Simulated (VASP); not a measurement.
# TePb (Fm-3m) in VASP: a series of runs, part 2 of 2

VASP 6.6.1. Earlier steps stand in the parts before.

### 3 Single point, PBEsol

This run uses another cell than the first one, of 35.75 Å³/atom, 1.019 times its volume.

INCAR

```
PREC     = Accurate       # precision mode
ENCUT    = 520            # plane-wave cutoff, eV
EDIFF    = 1E-7           # SCF threshold, eV
ISMEAR   = -1             # smearing method
SIGMA    = 0.05           # smearing width, eV
LREAL    = F              # projectors in reciprocal space
LASPH    = T              # aspherical terms in the spheres
NELM     = 60             # most SCF steps
ALGO     = Normal         # electronic algorithm
ISIF     = 2              # what is computed and relaxed
LWAVE    = F              # write WAVECAR
LCHARG   = F              # write CHGCAR
GGA      = PS             # functional
NBANDS   = 17             # bands
```

KPOINTS

```
Automatic mesh
0
Gamma
  7 7 7
```

POSCAR

```
TePb
1.0
    0.0000000000      3.2943690292      3.2943690292
    3.2943690292      0.0000000000      3.2943690292
    3.2943690292      3.2943690292      0.0000000000
Pb Te
1 1
Direct
    0.0000000000      0.0000000000      0.0000000000
    0.5000000000      0.5000000000      0.5000000000
```

Potentials or basis: VASP PAW PBE potentials, release 64 (Pb_d, Te).

Started as:

```
$ cat potpaw_PBE.64/Pb_d/POTCAR potpaw_PBE.64/Te/POTCAR > POTCAR
$ mpirun -np 1 vasp_std > vasp.out
```

It took 10 s on 1 thread of Intel Xeon 6975P-C (Granite Rapids), shared host; peak memory 0.21 GiB.

It converged, with:

* Free energy: -8.2209 eV
* Pressure: -2.6 GPa

Levels at points of the mesh, in eV from the Fermi level:
| k point | band 7 | band 8 | band 9 | band 10 | band 11 | band 12 | band 13 | band 14 |
| --- | --- | --- | --- | --- | --- | --- | --- | --- |
| (0.00, 0.00, 0.00) | -6.19 | -1.55 | -1.55 | -1.55 | 3.56 | 3.56 | 3.56 | 5.46 |

Caveat: this odd mesh misses L, where the gap lies, so gap, dielectric constants and Born charges aren't listed; the PAW data sets were made with another functional, which shifts forces and pressure a little; spin-orbit coupling is left out, which moves the levels of the heavy elements.

### 4 Single point, PBEsol

This run uses another cell than the first one, of 33.73 Å³/atom, 0.962 times its volume.

INCAR

```
SYSTEM = TePb
PREC = Accurate
ENCUT = 520
EDIFF = 1E-6
ISMEAR = -1
SIGMA = 0.05
LREAL = .False.
LASPH = .True.
NELM = 100
ALGO = Normal
ISIF = 2
LWAVE = .False.
LCHARG = .False.
GGA = PS
NBANDS = 17
```

KPOINTS

```
Automatic mesh
0
Gamma
  6 6 6
  0 0 0
```

POSCAR

```
TePb
1.0
    0.0000000000      3.2310000000      3.2310000000
    3.2310000000      0.0000000000      3.2310000000
    3.2310000000      3.2310000000      0.0000000000
Pb Te
1 1
Direct
    0.0000000000      0.0000000000      0.0000000000
    0.5000000000      0.5000000000      0.5000000000
```

Started as:

```
$ cat potpaw_PBE.64/Pb_d/POTCAR potpaw_PBE.64/Te/POTCAR > POTCAR
$ mpirun -np 1 vasp_std > vasp.out
```

Run time: 18 s. Hardware: 1 thread of Intel Xeon Platinum 8375C at 2.90GHz (Ice Lake), shared host; peak memory 0.2 GiB.

The run converged. Its results:

```yaml
Free_energy: -8.2594 eV
Pressure: -0.4 GPa
Band_gap_on_the_k_mesh: 0.67 eV, direct
```

Levels at points of the mesh, in eV from the valence-band top:
```tsv
k point	band 7	band 8	band 9	band 10	band 11	band 12	band 13	band 14
(0.00, 0.00, 0.00)	-5.61	-1.33	-1.33	-1.33	4.06	4.06	4.06	5.76
(0.50, 0.00, 0.00)	-8.60	-0.87	-0.87	0.00	0.67	1.25	1.25	8.29
(0.50, 0.50, 0.00)	-7.31	-4.52	-2.80	-2.80	3.21	5.46	5.46	6.68
```

Caveat: the PAW data sets were made with another functional, which shifts forces and pressure a little; spin-orbit coupling is left out, which moves the levels of the heavy elements.

### 5 Single point, PBE

This run uses another cell than the first one, of 33.73 Å³/atom, 0.962 times its volume.

INCAR

```
SYSTEM = TePb
PREC = Accurate
ENCUT = 520
EDIFF = 1E-6
ISMEAR = 0
SIGMA = 0.02
LREAL = .FALSE.
LASPH = .TRUE.
NELM = 60
ALGO = Normal
ISIF = 2
LWAVE = .FALSE.
LCHARG = .FALSE.
GGA = PE
NBANDS = 17
```

KPOINTS

```
Automatic mesh
0
G
  7 7 7
  0 0 0
```

POSCAR

```
TePb
1.0
    4.5693240200      0.0000000000      0.0000000000
    2.2846620100      3.9571506794      0.0000000000
    2.2846620100      1.3190502265      3.7308374395
Pb Te
1 1
Direct
    0.0000000000      0.0000000000      0.0000000000
    0.5000000000      0.5000000000      0.5000000000
```

Started as:

```
$ cat potpaw_PBE.64/Pb_d/POTCAR potpaw_PBE.64/Te/POTCAR > POTCAR
$ mpirun -np 1 vasp_std > vasp.out
```

It took 12 s on 1 thread of Intel Xeon 6975P-C (Granite Rapids), shared host; peak memory 0.2 GiB.

Results (log left out):

* Free energy: -7.5026 eV
* Pressure: 2.1 GPa

Levels at points of the mesh, in eV from the Fermi level:
| k point | band 7 | band 8 | band 9 | band 10 | band 11 | band 12 | band 13 | band 14 |
| --- | --- | --- | --- | --- | --- | --- | --- | --- |
| (0.00, 0.00, 0.00) | -5.65 | -1.40 | -1.40 | -1.40 | 4.03 | 4.03 | 4.03 | 5.74 |

Caveat: this odd mesh misses L, where the gap lies, so gap, dielectric constants and Born charges aren't listed; spin-orbit coupling is left out, which moves the levels of the heavy elements.

### 6 Single point, PBEsol (volume scaled by 0.96)

INCAR

```
PREC = Accurate ; ENCUT = 520
EDIFF = 1E-6 ; ISMEAR = -1
SIGMA = 0.05 ; LREAL = F
LASPH = T ; NELM = 80
ALGO = Normal ; ISIF = 2
LWAVE = F ; LCHARG = F
GGA = PS ; NBANDS = 17
```

KPOINTS

```
regular mesh
0
Gamma
  7 7 7
```

POSCAR

```
TePb
1.0
    0.0000000000      3.1873324849      3.1873324849
    3.1873324849      0.0000000000      3.1873324849
    3.1873324849      3.1873324849      0.0000000000
Pb Te
1 1
Direct
    0.0000000000      0.0000000000      0.0000000000
    0.5000000000      0.5000000000      0.5000000000
```

Potentials or basis: VASP PAW PBE potentials, release 64 (Pb_d, Te).

Started as:

```
$ cat potpaw_PBE.64/Pb_d/POTCAR potpaw_PBE.64/Te/POTCAR > POTCAR
$ mpirun -np 1 vasp_std > vasp.out
```

OUTCAR:

```text
PREC = Accurate
   ENCUT = 520
   EDIFF = 1E-6
   ISMEAR = -1
   LREAL = F
   LASPH = T
   NELM = 80
   ISIF = 2
   GGA = PS

 ion  position               nearest neighbor table
   1  0.000  0.000  0.000-   2 3.19   2 3.19   2 3.19   2 3.19   2 3.19   2 3.19
   2  0.500  0.500  0.500-   1 3.19   1 3.19   1 3.19   1 3.19   1 3.19   1 3.19

  LATTYP: Found a face centered cubic cell.
 ALAT       =     6.3746649698

  Lattice vectors:

 A1 = (   0.0000000000,   3.1873324849,   3.1873324849)
[... 578 lines left out ...]

------------------------ aborting loop because EDIFF is reached ----------------------------------------

  FORCE on cell =-STRESS in cart. coord.  units (eV):
  Direction    XX          YY          ZZ          XY          YZ          ZX
  --------------------------------------------------------------------------------------
  -------------------------------------------------------------------------------------
  Total        0.5985351      0.5985351      0.5985351     -0.0000000      0.0000000      0.0000000
  in kB       14.8077157     14.8077157     14.8077157     -0.0000000      0.0000000      0.0000000
  external PRESSURE =      14.8077157 kB  Pullay stress =       0.0000000 kB

 VOLUME and BASIS-vectors are now :
 -----------------------------------------------------------------------------
  energy-cutoff  :      520.00
  volume of cell :       64.76
      direct lattice vectors                 reciprocal lattice vectors
     0.000000000  3.187332485  3.187332485    -0.156870989  0.156870989  0.156870989
     3.187332485  0.000000000  3.187332485     0.156870989 -0.156870989  0.156870989
     3.187332485  3.187332485  0.000000000     0.156870989  0.156870989 -0.156870989

 POSITION                                       TOTAL-FORCE (eV/Angst)
 -----------------------------------------------------------------------------------
      0.00000      0.00000      0.00000         0.000000     -0.000000     -0.000000
      3.18733      3.18733      3.18733         0.000000      0.000000      0.000000
 -----------------------------------------------------------------------------------
    total drift:                               -0.000000      0.000000      0.000000

  FREE ENERGIE OF THE ION-ELECTRON SYSTEM (eV)
  ---------------------------------------------------
  free  energy   TOTEN  =        -8.2510057794 eV

  energy  without entropy=       -8.2509991374  energy(sigma->0) =       -8.25100246
```

Run time: 20 s. Hardware: 1 thread of Intel Xeon Platinum 8259CL at 2.50GHz (Skylake/Cascade Lake), shared host; peak memory 0.2 GiB.

Results:

```yaml
Free_energy: -8.2510 eV
Pressure: 1.5 GPa
```

Caveat: the cell differs from its parent crystal (volume scaled by 0.96); this odd mesh misses L, where the gap lies, so gap, dielectric constants and Born charges aren't listed; the PAW data sets were made with another functional, which shifts forces and pressure a little; spin-orbit coupling is left out, which moves the levels of the heavy elements.

### 7 Summary

| level | cell | k mesh | smearing | pressure (GPa) |
| --- | --- | --- | --- | --- |
| PBEsol | a = 4.629 Å, angles 60.0°, 2 atoms | 7 × 7 × 7 | fermi-dirac 0.05 eV | -2.0 |
| PBEsol | a = 4.659 Å, angles 60.0°, 2 atoms | 7 × 7 × 7 | fermi-dirac 0.05 eV | -2.6 |
| PBEsol | a = 4.569 Å, angles 60.0°, 2 atoms | 6 × 6 × 6 | fermi-dirac 0.05 eV | -0.4 |
| PBE | a = 4.569 Å, angles 60.0°, 2 atoms | 7 × 7 × 7 | gaussian 0.02 eV | 2.1 |
| PBEsol | a = 4.508 Å, angles 60.0°, 2 atoms | 7 × 7 × 7 | fermi-dirac 0.05 eV | 1.5 |

Alike in all rows: task single point; potentials or basis VASP PAW PBE potentials, release 64 (Pb_d, Te); no spin polarisation; cutoff (eV) 520.

Caveats: spin-orbit coupling is left out, which moves the levels of the heavy elements; the PAW data sets were made with another functional, which shifts forces and pressure a little (some runs).

Absolute energies hang on the potentials; compare differences alone.

### 8 Against experiment

Step 4. Measured gap of TePb: 0.19 eV (direct; 4.2 K; a printed reference work, monograph). This calculation gives 0.67 eV (+0.48 eV). Spin-orbit coupling on Pb, Te is left out. The value is that of PBEsol on a finite k mesh, which can miss the band edges, without temperature or zero-point motion.
